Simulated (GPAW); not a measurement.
Crystal: CuO.

```
Cu O
1.0
     0.00000    2.11656    2.11656
     2.11656    0.00000    2.11656
     2.11656    2.11656    0.00000
Cu O
1 1
Direct
  0.02950 0.02810 0.90803
  0.47050 0.47190 0.59197
```

The cell comes from a database or a generator and needn't be the stable form of this composition.

The cell isn't the ideal one: atom 2 moved 0.45 Å.

- Program: GPAW 26.7.0
- Task: relaxation of cell and atoms
- Functional: PBEsol
- Dispersion: D3
- Potentials or basis: PAW data sets generated in the run's folder for this functional
- Cutoff: 800 eV
- Basis: pw
- k mesh: 8 × 8 × 8
- Occupations: fermi-dirac, width 0.1 eV
- Spin: no spin polarisation

At the start: pressure 9.5 GPa; volume 9.48 Å³/atom.

Question: How do energy, volume and symmetry change on relaxing?

Answer: Over 16 steps the energy falls by 221.9 meV/atom and the volume is 9.04 Å³/atom (-4.7 %); space group Fm-3m (No. 225, to 0.05 Å).

The path:
| step | energy change (eV) | largest force (eV/Å) | pressure (GPa) | volume (Å³) |
| --- | --- | --- | --- | --- |
| 1 | 0.0000 | 1.0449 | 9.50 | 18.96 |
| 2 | -0.0466 | 1.0205 | 4.77 | 19.19 |
| 3 | -0.2219 | 0.6882 | -15.15 | 20.27 |
| 4 | -0.2734 | 0.4567 | -17.30 | 20.26 |
| 5 | -0.3647 | 0.3226 | -12.49 | 19.42 |
| 6 | -0.4117 | 0.2432 | -7.52 | 18.80 |
| 7 | -0.4328 | 0.2383 | 1.94 | 17.93 |
| 8 | -0.4367 | 0.0501 | 0.55 | 18.03 |
| 9 | -0.4376 | 0.0449 | 0.10 | 18.07 |
| 10 | -0.4392 | 0.0765 | -0.11 | 18.09 |
| 11 | -0.4412 | 0.1120 | -0.34 | 18.11 |
| 12 | -0.4426 | 0.1105 | -0.31 | 18.11 |
| 13 | -0.4432 | 0.0905 | -0.12 | 18.09 |
| 14 | -0.4435 | 0.0654 | 0.03 | 18.08 |
| 15 | -0.4437 | 0.0296 | 0.09 | 18.07 |
| 16 | -0.4439 | 0.0000 | 0.04 | 18.08 |

Final structure:
```cif
data_structure
_symmetry_space_group_name_H-M 'P 1'
_symmetry_Int_Tables_number 1
_cell_length_a 2.9447
_cell_length_b 2.9458
_cell_length_c 2.9453
_cell_angle_alpha 60.013
_cell_angle_beta 60.036
_cell_angle_gamma 60.036
_cell_volume 18.08
loop_
_atom_site_label
_atom_site_type_symbol
_atom_site_fract_x
_atom_site_fract_y
_atom_site_fract_z
_atom_site_occupancy
Cu1 Cu 0.99994 0.99991 0.00021 1
O1 O 0.50007 0.50010 0.49977 1
```

Caveat: with this Cu data set, volumes or pressures lay over 1.5 % or 2 GPa off other programs in two to four cells of ten; later steps reuse the first step's grids; an odd number of electrons without spin polarisation forces a metal; a magnetic or distorted state may lie lower; the run has no spin polarisation, though such a crystal can be magnetic; pairwise dispersion overbinds metals, which lowers pressure and volume.
